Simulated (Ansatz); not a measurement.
The calculation used DFT PBE, scalar-relativistic, plane waves, PAW in Ansatz 0.2.0. Settings: cutoff 420 eV, Γ-centred meshes spaced at most about 0.3 Å⁻¹, and about 0.25 Å⁻¹ or finer for metals (2π included), Gaussian smearing. No spin polarisation in the final relaxations.

All energies are static (0 K, no zero-point motion).

Two forms of AlP5 were relaxed alike.

A.

```yaml
crystal:
  lattice:
    - [3.31831, 0.00000, 0.00000]
    - [-1.65915, 2.87374, 0.00000]
    - [0.00000, 0.00000, 9.78147]
  atoms:
    - { symbol: Al, position: [0.00000, 0.00000, 0.00000] }
    - { symbol: P, position: [0.33333, 0.66667, 0.82785] }
    - { symbol: P, position: [0.00000, 0.00000, 0.66757] }
    - { symbol: P, position: [0.33333, 0.66667, 0.50000] }
    - { symbol: P, position: [0.00000, 0.00000, 0.33243] }
    - { symbol: P, position: [0.33333, 0.66667, 0.17215] }
```

B.

```yaml
crystal:
  lattice:
    - [7.92043, 0.00000, 0.00000]
    - [-3.96022, 6.85930, 0.00000]
    - [0.00000, 0.00000, 2.38713]
  atoms:
    - { symbol: Al, position: [0.00000, 0.00000, 0.50000] }
    - { symbol: P, position: [0.50000, 0.00000, 0.50000] }
    - { symbol: P, position: [0.00000, 0.50000, 0.50000] }
    - { symbol: P, position: [0.50000, 0.50000, 0.50000] }
    - { symbol: P, position: [0.33333, 0.66667, 0.50000] }
    - { symbol: P, position: [0.66667, 0.33333, 0.50000] }
```

Question: Which form is favoured at zero pressure, and by what margin per atom?

Answer: A is lower, by 256 meV/atom. A has space group P-6m2 (No. 187), 15.5 Å³/atom and no gap on its mesh; B has space group P6/mmm (No. 191), 21.6 Å³/atom and no gap. Counting P atoms around Al (those within 1.25 times the shortest such distance or 1.15 times the sum of covalent radii; a plus sign parts nearer from farther groups; the shortest distance is added where it is long for a bond), A has Al 6 and B has Al 6+18 from 4.0 Å. B holds P–P bonds in all directions (shortest 2.29 Å); in A the shortest P–P distance is 2.48 Å, near bonding range too. The denser one is the lower, and pressure would at first widen the difference. Even the lower one lies +0.24 eV/atom against the reference forms of the elements (uncorrected), so neither is stable at this level. In A, around Al lie 6 P at 2.55 Å; P on a site of symmetry 3m is surrounded by 3 P at 2.48 Å and 3 Al at 2.55 Å; around P on a second site of symmetry 3m lie 6 P at 2.48–2.52 Å; 1 more site not described. In B, Al has 2 Al at 2.39 Å; around P on a site of symmetry mmm lie 4 P at 2.29–2.39 Å; P on a site of symmetry -6m2 has 5 P at 2.29–2.39 Å. Both come from invented guesses.

Cells relaxed within their symmetry can be saddle points.

Form A's advantage probably comes mainly from heteropolar Al–P bonding, which B almost entirely forgoes. In B the nearest P atoms lie 4.0 Å from Al, which instead forms chains along the short axis with Al–Al contacts of 2.39 Å, well below the spacing in aluminium metal. This leaves little scope for the electronegativity difference to stabilise the compound. B does keep the shorter P–P bonds, but this evidently doesn't compensate.

Neither form suits phosphorus, which normally makes three directional bonds and keeps a lone pair. Its four or five P neighbours in B and six-fold surroundings in A, with stretched P–P contacts, suggest delocalised, electron-poor bonding, in keeping with the absence of a gap. The density of A thus reflects closer packing rather than stronger individual P–P bonds.

Because zinc-blende AlP is a well-known stable compound, decomposition into AlP and phosphorus should be even more favourable than the +0.24 eV/atom relative to the elements implies. The result ranks two unfavourable structures and doesn't identify the ground-state structure at this composition.
